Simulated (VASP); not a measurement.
Here is a VASP 6.6.1 calculation.

INCAR

```
SYSTEM = Te2Mo
PREC     = Accurate       ! precision mode
ENCUT    = 300            ! plane-wave cutoff, eV
EDIFF    = 1E-7           ! SCF threshold, eV
ISMEAR   = 0              ! smearing method
SIGMA    = 0.03           ! smearing width, eV
LREAL    = .False.        ! projectors in reciprocal space
LASPH    = .True.         ! aspherical terms in the spheres
NELM     = 80             ! most SCF steps
ALGO     = Normal         ! electronic algorithm
ISIF     = 3              ! what is computed and relaxed
LWAVE    = .False.        ! write WAVECAR
LCHARG   = .False.        ! write CHGCAR
GGA      = PE             ! functional
IBRION   = 2              ! ionic algorithm
NSW      = 90             ! ionic steps
EDIFFG   = -0.005         ! ionic threshold
KPAR     = 2
```

KPOINTS

```
regular mesh
0
Gamma
  5 5 1
  0 0 0
```

File POSCAR:

```
Te2Mo                                   
1.0
    3.5514976773     -0.0000000000      0.0000000000
   -1.7757488387      3.0756872100     -0.0000000000
   -0.0000000000     -0.0000000000     15.4738683963
  Te              Mo            
     4     2
Direct
     0.3333333332999970    0.6666666667000030    0.6333492905226208
     0.6666666667000030    0.3333333332999970    0.1333492905226208
     0.3333333332999970    0.6666666667000030    0.8666507094773792
     0.6666666667000030    0.3333333332999970    0.3666507094773793
     0.3333333332999970    0.6666666667000030    0.2500000000000000
     0.6666666667000030    0.3333333332999970    0.7500000000000000
```

Potentials or basis: VASP PAW PBE potentials, release 64 (Te, Mo).

Launch:

```sh
$ cat potpaw_PBE.64/Te/POTCAR potpaw_PBE.64/Mo/POTCAR > POTCAR
$ mpirun -np 2 vasp_std > vasp.out
```

Task: What does it give for the relaxed volume?

Result: 28.15 Å³/atom.

Task: Predict the relaxed cell.

Result: a = 3.551 Å, b = 3.551 Å, c = 15.471 Å, α = 90.00°, β = 90.00°, γ = 120.00°.

Forces on the atoms (eV/Å):
```
Te   0.000  0.000 -0.004
Te   0.000  0.000 -0.004
Te   0.000  0.000  0.004
Te   0.000  0.000  0.004
Mo   0.000  0.000  0.000
Mo   0.000  0.000  0.000
```

Caveat: this functional lacks dispersion, which binds the layers, so the pressure and a relaxed spacing across them are unreliable.
